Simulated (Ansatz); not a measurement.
# Cr: the crystal squeezed far

One table from this session's results is given with a row withheld; the runs are named, their logs left out.

Method: DFT, PBE, PAW with Ansatz's default frozen-core files, scalar-relativistic, in Ansatz 0.2.0.

1 further run of the same task is left out (it didn't finish).

## The structure to begin with

Symmetry: I4_1/amd, No. 141, tetragonal system. The conventional cell has a = 4.450 Å, b = 4.450 Å, c = 2.447 Å, α = 90.00°, β = 90.00°, γ = 90.00°. Around Cr (site symmetry -4m2) lie 6 Cr at 2.31 to 2.45 Å.

Structure file:

```
Cr
1.0
    -2.22489    2.22489    1.22369
     2.22489   -2.22489    1.22369
     2.22489    2.22489   -1.22369
Cr
2
Direct
  0.62500 0.87500 0.75000
  0.37500 0.12500 0.25000
```

Whether this phase is the stable one at these pressures isn't tested.

Atoms are numbered in the order of the input: Cr1, Cr2.

Set-up of the first run:

Input file input.yaml:

```yaml
crystal:
  lattice:
    - [-2.2248901408, 2.2248901408, 1.2236895775]
    - [2.2248901408, -2.2248901408, 1.2236895775]
    - [2.2248901408, 2.2248901408, -1.2236895775]
  atoms:
    - { symbol: Cr, position: [-0.375, -0.125, -0.25], spin: 2.0 }
    - { symbol: Cr, position: [0.375, 0.125, 0.25], spin: 2.0 }
magnetization:
  spin_polarized: true
kpoints:
  mp_grid: { grid: [17, 17, 17] }
scf:
  occupations: { method: fermi_dirac, width: 0.1 }
hamiltonian:
  xc: pbe
  pseudopotentials: { kind: paw }
output:
  forces: true
  stress: true
relax:
  f_tol: 0.005
  max_steps: 40
  cell: {}
```

Started as:

```console
ansatz run input.yaml --threads 1 --pin off --max-ram 3072MiB --backend cpu --events-out ev --progress --plain --runs-dir out
```

Among the steps run: Cell relaxed at zero pressure, PAW; Volume scaled by 1, PAW; Shape and atoms relaxed at 0.9 of the volume, PAW; More of the same log: shape and atoms relaxed at 0.9 of the volume; Volume scaled by 0.9, PAW; Shape and atoms relaxed at 0.8 of the volume, PAW; More of the same log: shape and atoms relaxed at 0.8 of the volume; Volume scaled by 0.8, PAW; Shape and atoms relaxed at 0.7 of the volume, PAW; More of the same log: shape and atoms relaxed at 0.7 of the volume; Volume scaled by 0.7, PAW; Shape and atoms relaxed at 0.6 of the volume, PAW; More of the same log: shape and atoms relaxed at 0.6 of the volume; Volume scaled by 0.6, PAW; Shape and atoms relaxed at 0.5 of the volume, PAW; Volume scaled by 0.5, PAW; Shape and atoms relaxed at 0.4 of the volume, PAW.

One of the session's tables, all rows but one given; the rest of the session is left out.

| method | volume over the first | volume (Å³/atom) | pressure (GPa) |
| --- | --- | --- | --- |
| PAW | 1 | 12.359 | 0.02 |
| PAW | 0.9 | ? | ? |
| PAW | 0.8 | 9.887 | 71.77 |
| PAW | 0.7 | 8.651 | 149.15 |
| PAW | 0.6 | 7.415 | 287.82 |
| PAW | 0.5 | 6.179 | 554.05 |

Q: Estimate the row for PAW, 0.9 from the others.

**Answer.** volume (Å³/atom): 11.123; pressure (GPa): 26.77. In the column «volume (Å³/atom)» it lies between PAW, 0.8 (9.887) and PAW, 1 (12.359).

To keep in mind: Warnings in the runs' records: seeded moment not kept.
